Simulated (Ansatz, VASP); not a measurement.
## TiS2 in VASP and in Ansatz

Contents of POSCAR:

```
TiS2
1.0
    3.4716102753      0.0000000000      0.0000000000
   -1.7358051377      3.0065030184      0.0000000000
    0.0000000000      0.0000000000      5.7944960486
Ti S
1 2
Direct
    0.0000000000      0.0000000000      0.0000000000
    0.3333333333      0.6666666667      0.2500000000
    0.6666666667      0.3333333333      0.7500000000
```

The input INCAR.step1:

```
PREC = Accurate
ENCUT = 520
ISMEAR = 1
SIGMA = 0.02
LREAL = F
LASPH = T
NELM = 100
NBANDS = 19
GGA = PE
ALGO = Normal
EDIFF = 1E-4
LWAVE = T
LCHARG = F
```

Contents of INCAR.step2:

```
PREC = Accurate
ENCUT = 520
EDIFF = 1E-6
ISMEAR = 1
SIGMA = 0.02
LREAL = F
LASPH = T
NELM = 100
ALGO = Normal
ISIF = 2
LWAVE = F
LCHARG = F
METAGGA = R2SCAN
LMIXTAU = T
NBANDS = 19
ISTART = 1
```

File KPOINTS:

```
Automatic mesh
0
Gamma
  6 6 3
```

Input for Ansatz:

```yaml
crystal:
  lattice:
    - [3.471610275320707, 0.0, 0.0]
    - [-1.7358051376603536, 3.0065030183849286, 0.0]
    - [0.0, 0.0, 5.794496048637582]
  atoms:
    - { symbol: Ti, position: [0.0, 0.0, 0.0] }
    - { symbol: S, position: [0.3333333333333333, 0.6666666666666666, 0.25] }
    - { symbol: S, position: [0.6666666666666666, 0.3333333333333333, 0.75] }
basis:
  ecutwfc: 557.833418042754
kpoints:
  mp_grid:
    grid: [6, 6, 3]
hamiltonian:
  xc: r2scan
  pseudopotentials:
    kind: paw
scf:
  occupations:
    method: cold
    width: 0.02
output:
  stress: true
```

Alike in both runs: task single point; functional r2SCAN; k mesh 6 × 6 × 3; no spin polarisation.

|  | VASP | Ansatz |
| --- | --- | --- |
| version | VASP 6.6.1 | Ansatz 0.2.0 |
| potentials or method | VASP PAW PBE potentials, release 64 (Ti_sv, S) | plane waves, PAW |
| plane-wave cutoff (eV) | 520 | 558 |
| occupations | methfessel-paxton of order 1, width 0.02 eV | cold, width 0.02 eV |
| valence electrons in the cell | 24 | 24 |

Ansatz gave:

* pressure (GPa): -4.9
* largest component of the traceless stress (GPa): 0.53

Problem. Estimate VASP's values.

Solution. Pressure (GPa): -4.8; largest component of the traceless stress (GPa): 0.55.

Caveats: the PAW data sets were made with another functional, which shifts forces and pressure a little (VASP); an odd mesh through Γ misses points on the zone boundary, where band edges often lie. r2SCAN opens gaps a little over a GGA but as a rule still falls short of measured ones.
